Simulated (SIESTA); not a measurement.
# Co in SIESTA: the effect of strain zz

Crystal: Co.

```xyz
2
Lattice="2.4720 0.0000 0.0000 -1.2360 2.1408 0.0000 0.0000 0.0000 3.8603" Properties=species:S:1:pos:R:3 pbc="T T T"
Co    1.2360    0.7136    2.8952
Co    0.0000    1.4272    0.9651
```

The cell isn't the ideal one: cell strained along z.

Alike in all runs:

| Quantity | Value |
| --- | --- |
| Program | SIESTA 5.4.2 |
| Task | band structure |
| Functional | PBE |
| Potentials or basis | PseudoDojo 0.4 standard (PBE files) |
| Basis | DZP (energy shift 0.003 Ry; two zetas on semicore shells) |
| Grid cutoff | 800 Ry |
| Energy shift | 0.003 Ry |
| k mesh | 8 × 8 × 5 |
| Occupations | fermi-dirac, width 0.05 eV |
| Spin | collinear spin, ferromagnetic start |
| Starting moments | [2.0, 2.0] μB |

```tsv
strain zz	pressure (GPa)	moment (μB)
-0.04	17.7	3.25
-0.02	10.9	3.28
-0.01	8.5	3.30
0	6.1	3.32
0.01	?	?
0.02	1.2	3.35
0.04	-2.5	3.40
```

Problem. What does the run with strain zz 0.01 give?

Solution. Pressure 3.3 GPa; moment 3.34 μB.

Worked out: A parabola through the other rows of the pressure, of slope -229 GPa per unit of strain zz there, gives 3.4 GPa, against the run's 3.3. A straight line through the other rows of the moment, of slope 1.85 μB per unit of strain zz, gives 3.34 μB, against the run's 3.34.

Caveats: all runs use coarse meshes; short orbitals over semicore shells can move pressures by several GPa; the basis of atomic orbitals isn't converged, which shifts pressures, moduli and gaps.
